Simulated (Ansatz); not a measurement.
Method: Ansatz, DFT PBE, scalar-relativistic, plane waves, PAW. All cells share a 420 eV cutoff and Γ-centred k meshes spaced at most about 0.3 Å⁻¹ (about 0.25 or finer for metals, 2π included). No spin polarisation in the final relaxations.

All energies are static (0 K, no zero-point motion).

Compare these two cells of SiC2, each relaxed at this level.

1. Space group P-3m1 (No. 164), trigonal, a = 2.839 Å, c = 7.632 Å. Si has 3 C at 1.87 Å; C on its first site has 1 C at 1.49 Å and 3 Si at 1.87 Å; around C on its second site lie 1 C at 1.49 Å and 3 C at 1.74 Å.

2. Space group P-6m2 (No. 187), hexagonal, a = 2.936 Å, c = 13.999 Å. Si has 3 C at 1.70 Å; around C on a site of symmetry 3m lie 3 Si at 1.70 Å; around C on a site of symmetry -6m2 lie 3 C at 1.70 Å; C on a second site of symmetry -6m2 has 3 C at 1.70 Å.

Task: Which form is favoured at zero pressure, and by what margin per atom?

Result: Cell 1 is lower, by 185 meV/atom. Cell 1 has space group P-3m1 (No. 164), 8.9 Å³/atom and no gap on its mesh; cell 2 has space group P-6m2 (No. 187), 17.4 Å³/atom and no gap. Cell 1 and cell 2 both hold C–C nets. Even the lower one lies +0.65 eV/atom against the reference forms of the elements (uncorrected), so neither is stable at this level. Both come from invented guesses. A third cell relaxed alike, in P6/mmm, lies 0.33 eV/atom below the lower of the two.

Weakly bound directions are ill-defined at this level, which has no dispersion term (P-6m2), and this can change margins and order among such cells. The zero gap of P-6m2 may come from the functional, which often closes small gaps, or the cell may be a true semimetal. Cells relaxed within their symmetry can be saddle points.

The P-3m1 cell is favoured over P-6m2 by 185 meV/atom, but the still lower P6/mmm cell rules it out as the ground state. A mismatch between the carbon and Si–C nets probably accounts for much of the high energy of both cells. In P-6m2 the two kinds of flat net share one in-plane lattice, so both have bonds of 1.70 Å. That is far too long for graphene-like carbon, where it weakens σ and π overlap, and short for Si–C. P-3m1 has near-normal Si–C bonds and C–C links of 1.49 Å, but its 1.74 Å C–C contacts are weak even by the standard of diamond, so the strain is only partly relieved. These links may explain its advantage, though missing interlayer attraction in P-6m2 could also contribute to the margin.

The positive energy against the elements does not imply weak Si–C bonding, since silicon carbide itself is a stable compound; it reflects these particular arrangements. Compression should favour P-3m1 further over P-6m2, given its much smaller volume.
